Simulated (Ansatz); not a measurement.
Cubic perovskite CsPbI3 (cubic high-temperature phase) was calculated with PBE+SOC (PAW; Ansatz, an electronic-structure program).

Settings: plane-wave cutoff 520 eV, 6×6×6 k mesh, Fermi–Dirac smearing 0.01 eV, PAW data made under PBE.

Properties against volume:

| V (Å³/atom) | P (GPa) | direct gap at Γ (eV) | smallest gap on the k mesh (eV) |
|---|---|---|---|
| 49.170 | 1.03 | 3.987 | 0.040 |
| 50.216 | 0.65 | 3.961 | 0.103 |
| 51.262 | 0.31 | 3.935 | 0.161 |
| 52.309 | 0.00 | 3.911 | 0.214 |
| 53.355 | -0.27 | 3.888 | 0.261 |
| 54.401 | -0.51 | 3.866 | 0.304 |
| 55.447 | -0.73 | 3.844 | 0.341 |

The fundamental gap (0.21 eV at the equilibrium volume, with added k points) lies elsewhere than Γ–Γ.

Note: the relaxation could not lower the start's symmetry, so the cell can be a saddle point above a distorted one.
